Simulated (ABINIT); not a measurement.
A calculation with ABINIT 10.8.3 (patched build) of NaCl (native input, structure from a POSCAR):

run.abi

```
# Pseudopotentials
pp_dirpath "./"
pseudos "Cl.GGA_PBE-JTH.xml, Na.GGA_PBE-JTH.xml"

# Structure
structure "poscar:POSCAR"
natom 2

# Plane-wave basis
ecut 40.0
pawecutdg 62.0

# k points
kptopt 1
ngkpt 8 8 8
nshiftk 1
shiftk 0.0 0.0 0.0

# Exchange and correlation
ixc 11

# Bands and occupations
nband 12
occopt 3
tsmear 0.05 eV

# SCF cycle
nstep 100
tolvrs 1.0e-9

# Output
iomode 3
prtwf 0
prteig 0
prtebands 0
enunit 2
prtden 1
prtvha 1
prtvclmb 1
prtpot 1
```

The input POSCAR:

```
NaCl
1.0
    0.0000000000      2.7940632177      2.7940632177
    2.7940632177      0.0000000000      2.7940632177
    2.7940632177      2.7940632177      0.0000000000
Cl Na
1 1
Direct
    0.5000000000      0.5000000000      0.5000000000  Cl
    0.0000000000      0.0000000000      0.0000000000  Na
```

Potentials or basis: JTH PAW PBE v2.0.

Run with:

```console
$ abinit run.abi > log 2>&1
```

The cell is a database's computed one.

Question: Write the same calculation in another form: ASE script, structure from a POSCAR.

Answer: As run:

Contents of run.py:

```python
import json, os
import numpy as np
from ase.units import GPa
from ase.calculators.abinit import Abinit, AbinitProfile
from ase.io import read

atoms = read('POSCAR')

profile = AbinitProfile(command='abinit', pp_paths=[os.path.abspath('pseudos')])
params = dict(
    pps='pawxml', xc='PBE',
    ecut=1088.4554,
    pawecutdg=1687.1059,
    kptopt=1,
    ngkpt=[8, 8, 8],
    nshiftk=1,
    shiftk=[0.0, 0.0, 0.0],
    ixc=11,
    nband=12,
    occopt=3,
    tsmear=0.05,
    nstep=100,
    tolvrs=1e-09,
    prtwf=0,
    prtden=0,
)

atoms.calc = Abinit(profile=profile, directory='run', **params)
energy = atoms.get_potential_energy()
forces = atoms.get_forces()
stress = atoms.get_stress()
print(f'energy {energy:.6f} eV')
print('forces (eV/A)')
print(np.round(forces, 5))
print('stress (GPa, Voigt, tension positive)', np.round(stress / GPa, 4))
json.dump(dict(energy=energy, forces=forces.tolist(), stress=stress.tolist(), cell=atoms.cell.tolist(), frac=atoms.get_scaled_positions(wrap=False).tolist()), open('results.json', 'w'))
```

The input POSCAR:

```
NaCl
1.0
    0.0000000000      2.7940632177      2.7940632177
    2.7940632177      0.0000000000      2.7940632177
    2.7940632177      2.7940632177      0.0000000000
Cl Na
1 1
Direct
    0.5000000000      0.5000000000      0.5000000000
    0.0000000000      0.0000000000      0.0000000000
```

Potentials or basis: JTH PAW PBE v2.0.

The run is started by

```sh
$ python run.py
```

Both were run:

|  | native input, structure from a POSCAR | ASE script, structure from a POSCAR |
| --- | --- | --- |
| Pressure | 1.7 GPa | 1.7 GPa |
| Band gap on the k mesh | 5.21 eV, direct | 5.21 eV, direct |
| Valence electrons inside the program's atomic spheres | Cl 4.38; Na 7.62 | Cl 4.38; Na 7.62 |

Keys that steer only the numerical path or the files written may differ.
